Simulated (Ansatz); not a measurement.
A relaxed 1×1 slab of 5 planes, cut along (100) from a bcc crystal of one element, has a cell area of 12.80 Å² and a bulk spacing of 1.789 Å between its first planes. All-electron LAPW in Ansatz 0.2.0 (PBE, scalar-relativistic, no spin polarisation) gives γ = 1.44 J/m², Φ = 3.25 eV and a change of the outer spacing of -4.9 %. The bcc structure needn't be the element's own.

Q: Which element is it?

A: Zr. Other candidates weren't computed, and some may come near.
